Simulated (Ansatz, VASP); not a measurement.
# AlGaP2 (generalised stacking fault on (111) (glide set) of a GaP-AlP solid solution) in two plane-wave programs, part 2 of 2

One calculation is typed for both programs; each brings its own data sets. How far apart do they land? The cell is taken from a series of runs on this material, whose earlier steps may have relaxed, scaled, displaced or heated it; both programs get it as it stands.

VASP 6.6.1 and Ansatz 0.2.0.

So far. Step 2 (VASP: single point, LDA): The run ends at a pressure of -0.12 GPa, with forces up to 8.6 eV/Å.

## (3) Ansatz: single point, LDA

Level of this step: Ansatz beside VASP: Kohn-Sham DFT, plane waves, LDA (Ansatz).

Ansatz runs on its default PAW (the set named soft_2) files.

The same cell, functional (in two slightly different forms), mesh and smearing now go to Ansatz, which takes its cutoff from its data sets.

input.yaml

```yaml
crystal:
  lattice:
    - [6.68331, 0.0, 0.0]
    - [0.0, 11.57583, 0.0]
    - [6.12639, 0.0, 19.10326]
  atoms:
    - { symbol: Al, position: [0.48168, 0.16469, 0.0197] }
    - { symbol: P, position: [0.37145, 0.16679, 0.14378] }
    - { symbol: Ga, position: [0.66176, 0.16707, 0.18567] }
    - { symbol: P, position: [0.55235, 0.16841, 0.30947] }
    - { symbol: Ga, position: [0.98245, 0.00086, 0.0202] }
    - { symbol: P, position: [0.86293, 0.99994, 0.14529] }
    - { symbol: Al, position: [0.16432, 0.00026, 0.18533] }
    - { symbol: P, position: [0.04926, 0.99992, 0.30897] }
    - { symbol: Ga, position: [0.34331, 0.00057, 0.35109] }
    - { symbol: P, position: [0.23121, 0.99819, 0.47508] }
    - { symbol: Al, position: [0.48089, 0.50025, 0.01993] }
    - { symbol: P, position: [0.36771, 0.50019, 0.14412] }
    - { symbol: Ga, position: [0.66145, 0.49929, 0.18554] }
    - { symbol: P, position: [0.55078, 0.49907, 0.30821] }
    - { symbol: Al, position: [0.98192, 0.33292, 0.0212] }
    - { symbol: P, position: [0.86646, 0.3325, 0.14419] }
    - { symbol: Ga, position: [0.16325, 0.33346, 0.18511] }
    - { symbol: P, position: [0.05007, 0.33304, 0.30974] }
    - { symbol: Al, position: [0.34578, 0.33354, 0.34983] }
    - { symbol: P, position: [0.23557, 0.33383, 0.47335] }
    - { symbol: Ga, position: [0.84686, 0.16518, 0.34972] }
    - { symbol: P, position: [0.73296, 0.16589, 0.47316] }
    - { symbol: Ga, position: [0.0256, 0.16698, 0.51505] }
    - { symbol: P, position: [0.91337, 0.16713, 0.63881] }
    - { symbol: Al, position: [0.21182, 0.16577, 0.67972] }
    - { symbol: P, position: [0.09423, 0.16812, 0.80432] }
    - { symbol: Ga, position: [0.52747, 0.99898, 0.51551] }
    - { symbol: P, position: [0.41377, 0.00038, 0.63795] }
    - { symbol: Al, position: [0.71043, 0.99979, 0.68001] }
    - { symbol: P, position: [0.59707, 0.99964, 0.80309] }
    - { symbol: Ga, position: [0.89286, 0.00029, 0.84556] }
    - { symbol: P, position: [0.77868, 0.99913, 0.9693] }
    - { symbol: Ga, position: [0.4808, 0.83227, 0.02075] }
    - { symbol: P, position: [0.36741, 0.83227, 0.14452] }
    - { symbol: Al, position: [0.66449, 0.834, 0.18553] }
    - { symbol: P, position: [0.54864, 0.83366, 0.3098] }
    - { symbol: Ga, position: [0.98072, 0.66708, 0.0211] }
    - { symbol: P, position: [0.86809, 0.66769, 0.14438] }
    - { symbol: Al, position: [0.16129, 0.66656, 0.18487] }
    - { symbol: P, position: [0.05022, 0.66552, 0.30996] }
    - { symbol: Al, position: [0.34933, 0.66677, 0.35088] }
    - { symbol: P, position: [0.23221, 0.66695, 0.47434] }
    - { symbol: Ga, position: [0.84786, 0.4993, 0.34953] }
    - { symbol: P, position: [0.73136, 0.49988, 0.47545] }
    - { symbol: Al, position: [0.0259, 0.49997, 0.51595] }
    - { symbol: P, position: [0.91416, 0.50024, 0.63909] }
    - { symbol: Al, position: [0.2087, 0.49908, 0.68094] }
    - { symbol: P, position: [0.0956, 0.50033, 0.80384] }
    - { symbol: Al, position: [0.52783, 0.33394, 0.51502] }
    - { symbol: P, position: [0.41431, 0.3328, 0.63998] }
    - { symbol: Al, position: [0.71059, 0.33503, 0.67968] }
    - { symbol: P, position: [0.59639, 0.33295, 0.80581] }
    - { symbol: Ga, position: [0.8904, 0.3315, 0.84581] }
    - { symbol: P, position: [0.78149, 0.33201, 0.96894] }
    - { symbol: Al, position: [0.39026, 0.16751, 0.84539] }
    - { symbol: P, position: [0.27806, 0.16751, 0.96848] }
    - { symbol: Al, position: [0.84207, 0.83139, 0.35079] }
    - { symbol: P, position: [0.7322, 0.83433, 0.47359] }
    - { symbol: Al, position: [0.0253, 0.83207, 0.51549] }
    - { symbol: P, position: [0.9124, 0.83381, 0.63928] }
    - { symbol: Ga, position: [0.20737, 0.83262, 0.68084] }
    - { symbol: P, position: [0.09456, 0.83534, 0.80375] }
    - { symbol: Ga, position: [0.52442, 0.66741, 0.51579] }
    - { symbol: P, position: [0.41493, 0.66631, 0.6391] }
    - { symbol: Ga, position: [0.71269, 0.66597, 0.67865] }
    - { symbol: P, position: [0.59452, 0.66618, 0.8038] }
    - { symbol: Ga, position: [0.89284, 0.66634, 0.84504] }
    - { symbol: P, position: [0.77994, 0.66693, 0.96825] }
    - { symbol: Ga, position: [0.39243, 0.50025, 0.84606] }
    - { symbol: P, position: [0.27578, 0.49922, 0.97104] }
    - { symbol: Al, position: [0.39571, 0.83486, 0.84413] }
    - { symbol: P, position: [0.27748, 0.83301, 0.96964] }
kpoints:
  mp_grid: { grid: [2, 1, 1] }
hamiltonian:
  xc: lda
scf:
  occupations: { method: fermi_dirac, width: 0.05 }
output:
  forces: true
  stress: true
  populations: intrinsic
  dos:
    method: { smearing: { sigma: 0.08 } }
    de: 0.1
    projected: { site_lists: { Al: [Al], Ga: [Ga], P: [P] } }
  eigenvalues: true
  write_density: true
  write_potential: true
  volumetric_format: npy
```

Run with:

```sh
$ ansatz run input.yaml --threads 8 --pin off --max-ram 15872MiB --backend cpu --events-out ev --progress --plain --runs-dir out
```

Numbers of over 12 decimals in the logs are rounded to 6 here.

The program printed:

```text
Engine: ansatz 0.2.0, aarch64-unknown-linux-gnu
Pseudopotentials: kind: paw
Pseudopotential: Al, paw, valence charge 3, recommended cutoff 420 eV (normal), Al.paw.azcp
Pseudopotential: P, paw, valence charge 5, recommended cutoff 420 eV (normal), P.paw.azcp
Pseudopotential: Ga, paw, valence charge 13, recommended cutoff 420 eV (normal), Ga.paw.azcp
Functional definition: SPW92
  exchange = slater_x
  correlation = pw_c
Crystal: 72 atoms, lattice volume = 1477.921 Å³
Basis set: ecut = 420 eV, 28917 PW (Γ)
Bands: 306, of which v1, the nominal top of the filled ones, is band 234 counted from 1 (233 counted from 0)
Symmetry: 1 space group operations
Space group: P1 (ITA 1), of the structure as read, at distance tolerance 1.1e-4 Å
k-points: 2
Non-local potential: Al, projectors of the file, l = 0: 2, l = 1: 2, l = 2: 1
Non-local potential: P, projectors of the file, l = 0: 2, l = 1: 2, l = 2: 2
Non-local potential: Ga, projectors of the file, l = 0: 2, l = 1: 2, l = 2: 3, l = 3: 1
PAW form: soft (Blöchl's): semilocal exchange-correlation on the pseudo side does not see the compensation charge
PAW frozen core: Al, regenerated for the run's functional, and the local potential with it (the file was generated under x = pbe(κ = 0.804, μ = 0.219515), c = pbe(β = 0.066725))
PAW frozen core: P, regenerated for the run's functional, and the local potential with it (the file was generated under x = pbe(κ = 0.804, μ = 0.219515), c = pbe(β = 0.066725))
PAW frozen core: Ga, regenerated for the run's functional, and the local potential with it (the file was generated under x = pbe(κ = 0.804, μ = 0.219515), c = pbe(β = 0.066725))
PAW one-centre angular grid: Al, 110 points (default); XC on 64 Gauss nodes
PAW one-centre angular grid: P, 110 points (default); XC on 64 Gauss nodes
PAW one-centre angular grid: Ga, 590 points (default); XC on 64 Gauss nodes
Initial density: superposition of atomic densities (neutral atoms: chi_scale 0, normalization atom), corrected by the library's trained network
Initial wavefunctions: pseudopotential atomic-orbital guess
Functional: x = slater, c = lda
SCF iter   1: F=—  HF=-102114.532273 eV  |F-HF|=—  |Δ(HF+E_count)|=         —  Δρ=5.18e-3  dr2=5.10e-1  ethr=1.77e-3  ⟨swp⟩=8.5  Hψ=3008  notcnv=0  defer=28
preconditioner: auto → Resta (q_TF=auto, 2.252 Å⁻¹)  ε∞=4.0  [insulator: Δε(μ)=0.636 eV  Ē_g=12.076 eV  σ=0.050 eV  W_gap=1.00  n_scr=288 (ndim 8)  ℏωp=20.9 eV  f_vac=0.000  D(μ)=0.07/eV (n_scr^D=0)  ε∞_Penn≈4.0]
SCF iter   2: F=—  HF=-102114.458604 eV  |F-HF|=—  |Δ(HF+E_count)|=   7.37e-2  Δρ=2.81e-3  dr2=1.40e-1  ethr=1.09e-4  ⟨swp⟩=2.0  Hψ=783  notcnv=0  defer=65
SCF iter   3: F=—  HF=-102114.428424 eV  |F-HF|=—  |Δ(HF+E_count)|=   3.02e-2  Δρ=5.88e-4  dr2=4.68e-3  ethr=2.99e-5  ⟨swp⟩=2.0  Hψ=843  notcnv=0  defer=65
SCF iter   4: F=—  HF=-102114.425924 eV  |F-HF|=—  |Δ(HF+E_count)|=   2.50e-3  Δρ=2.29e-4  dr2=7.74e-4  ethr=1.00e-6  ⟨swp⟩=2.0  Hψ=986  notcnv=0  defer=65
SCF iter   5: F=—  HF=-102114.425644 eV  |F-HF|=—  |Δ(HF+E_count)|=   2.80e-4  Δρ=7.30e-5  dr2=1.25e-4  ethr=1.65e-7  ⟨swp⟩=2.0  Hψ=985  notcnv=0  defer=65
SCF iter   6: F=—  HF=-102114.425636 eV  |F-HF|=—  |Δ(HF+E_count)|=   7.90e-6  Δρ=1.92e-5  dr2=8.32e-6  ethr=2.67e-8  ⟨swp⟩=3.0  Hψ=1063  notcnv=0  defer=65
SCF iter   7: F=—  HF=-102114.425750 eV  |F-HF|=—  |Δ(HF+E_count)|=   1.14e-4  Δρ=5.44e-6  dr2=7.02e-7  ethr=1.78e-9  ⟨swp⟩=2.0  Hψ=1080  notcnv=0  defer=95
SCF iter   8: F=—  HF=-102114.425750 eV  |F-HF|=—  |Δ(HF+E_count)|=   4.76e-8  Δρ=3.21e-6  dr2=1.04e-7  ethr=2.14e-11  ⟨swp⟩=22.5  Hψ=6126  notcnv=0
SCF iter   9: F=-102114.425750 eV  HF=-102114.425750 eV  |F-HF|=1.63e-9  |Δ(HF+E_count)|=   9.74e-8  Δρ=6.17e-7  dr2=6.09e-9  ethr=2.14e-11  ⟨swp⟩=9.0  Hψ=4041  notcnv=0
SCF 1 converged in 9 iterations: F = -102114.425750 eV  dr2 = 6.09e-9
  greatest PAW one-centre occupation: 0.995 electrons in one spin orbital (limit 2), on the Ga atom at site 36 (counted from 0), in its partial waves of l = 2
SCF converged after 9 iterations
Free energy (F): -102114.425750 eV
Harris-Foulkes:  -102114.425750 eV  (|F-HF|=1.63e-9)
Internal energy: -102114.422236 eV  (E = F + TS)
E sigma→0 (E₀):  -102114.423993 eV
Entropy (-TS):   -0.003514 eV (-0.049 meV/atom)
Fermi energy:    6.927904 eV
--- Per-component energies (eV) ---
  E_band       = -1306.416737
  E_kinetic    = 5065.617407
  E_local      = -48540.643372  (includes V_loc(G=0)·N_el)
  E_nonlocal   = 9162.478046
  E_hartree    = 22307.685468
  E_xc         = -4155.198036
  E_vxc        = -3781.105297  (∫ρ·V_xc dr)
  E_paw        = -61859.630039  (= ΣΔE_a)
  E_vpaw       = -7828.125155  (= ΣTr[D̂ρ^β])
  E_aug_tail   = -0.002107  (compensation charges beyond the density's cutoff)
  E_ewald      = -24131.069793
  E_core_change = 36.340189  (= ΣΔE_core)
  E_smearing   = -0.003514  (= −TS)
  E_closure    = 0.000000  (closes the sum)
[...]
atom  53  Ga     0.06907726     0.32321875     0.19881174
  atom  54  P     -7.35307919    -0.01041457    -2.50404953
  atom  55  Al     0.02338087    -0.15543717     0.11623160
  atom  56  P     -7.12035224     0.09706285    -2.30267811
  atom  57  Al     0.19323401     0.16073937    -0.05593016
  atom  58  P     -0.07573627    -0.22765085     0.11261393
  atom  59  Al     0.05648216     0.06034581     0.08109740
  atom  60  P      0.15367801    -0.19327392    -0.10778215
  atom  61  Ga     0.07655512     0.07869308    -0.08512958
  atom  62  P      0.22951901    -0.21734186     0.03767108
  atom  63  Ga     0.17694617     0.00320928     0.04250892
  atom  64  P     -0.07946100     0.07244054     0.00496869
  atom  65  Ga    -0.13038817     0.11428752     0.37454720
  atom  66  P      0.22779315    -0.02683984    -0.12321915
  atom  67  Ga    -0.09998662     0.10628600     0.04111388
  atom  68  P     -6.72692431    -0.08762868    -2.09730070
  atom  69  Ga    -0.16382105    -0.05332734     0.22239145
  atom  70  P     -8.01992198    -0.04347785    -3.00668586
  atom  71  Al    -0.21189810    -0.18050624     0.35969031
  atom  72  P     -6.95414057     0.05960109    -2.50951520
  max |Σ_I F_I| component: 8.01e-5 eV/Å
--- Stress (GPa, compression-positive) ---
        2.573274      -0.028149       4.713708
       -0.028149      -1.242338       0.031396
        4.713708       0.031396      -1.752352
  P = ⅓ Tr σ = -0.1405 GPa (-1.405 kbar)
--- Band table (eV) ---
  k-point 0: bands = [... 230 lower, 5.5775, 5.6158, 5.7679, 6.6694, 7.1870, 7.4851, 7.5713, 7.6168, ... 68 higher]
  k-point 1: bands = [... 230 lower, 5.2664, 5.2797, 5.7597, 5.8386, 7.4413, 7.5009, 7.5469, 7.5934, ... 68 higher]
--- intrinsic populations: 72 sites ---
  site symbol       q [e]
     0     Al      2.5902
     1      P      5.1692
     2     Ga     13.0082
     3      P      5.0770
     4     Ga     12.9789
     5      P      5.1697
     6     Al      2.6401
     7      P      5.1673
     8     Ga     13.0101
     9      P      5.0763
    10     Al      2.5923
    11      P      5.1680
    12     Ga     13.0019
    13      P      5.1693
    14     Al      2.5865
    15      P      5.0761
    16     Ga     13.0038
    17      P      5.0779
    18     Al      2.6491
    19      P      5.2670
    20     Ga     13.0165
    21      P      5.0740
    22     Ga     13.0124
    23      P      5.2626
[...]
64     Ga     13.0151
    65      P      5.0768
    66     Ga     13.0006
    67      P      5.0905
    68     Ga     12.9921
    69      P      5.3005
    70     Al      2.6386
    71      P      5.1338
  spilling = -0.000000 (of n_electrons = 468.000000)
```

## (4) Differences

Known differences besides the potentials themselves: the cutoff is 420 eV in Ansatz and 500 eV in VASP (PREC = Accurate, projectors in real space); VASP's log shows a relativistic correction to its local exchange, Ansatz's none. Total energies have different zeros and are not compared.

Both answers:

```
              quantity  Ansatz   VASP  difference
        pressure (GPa)   -0.14  -0.12       -0.02
gap on the k mesh (eV)   0.518  0.520      -0.003
```

Forces on 10 of the 72 atoms, those with the largest forces and the largest differences (eV/Å; atoms numbered as in POSCAR):

```
atom          Ansatz x, y, z            VASP x, y, z
 Al1    7.200, -0.074, 2.358    7.220, -0.070, 2.364
 Al3     8.046, 0.028, 2.712     8.069, 0.025, 2.721
 Al4     7.110, 0.065, 2.268     7.130, 0.065, 2.273
 P34  -7.135, -0.005, -2.350  -7.117, -0.003, -2.333
 P45  -7.353, -0.010, -2.504  -7.374, -0.009, -2.503
 P46   -7.120, 0.097, -2.303   -7.137, 0.099, -2.309
 P53  -8.020, -0.043, -3.007  -8.037, -0.043, -3.010
Ga56     6.743, 0.002, 2.529     6.722, 0.005, 2.515
Ga64    6.745, -0.024, 2.381    6.721, -0.025, 2.366
Ga65     6.375, 0.022, 2.218     6.354, 0.019, 2.202
```

The forces differ by 5.8 meV/Å r.m.s., which is 0.3 % of the r.m.s. force of 1.786 eV/Å (both taken over all components). A gap on the mesh is an upper bound, since the band edges may lie between its points.

## (5) Results

```yaml
r_m_s_force_difference_single_point_lda: 0.33 % of the r.m.s. force
```

The r.m.s. force difference is 0.33 % of the r.m.s. force (single point, LDA), within the 3 % picked in this series as the mark of a large difference. How closely two codes agree says nothing of how well the functional describes the real material.

[Lines on the potential files, build, host, timing and source positions are cut from VASP's logs without a mark.]

[Logs are printed without paths, hosts, clocks, repeated set-up lines and the standing remarks that a program may print on its own settings, such as how far it seeks lower states.]

[Hosts, paths, dates, database ids (printed as entryN), source tags and the programs' standing remarks are cut or masked in the printed files.]
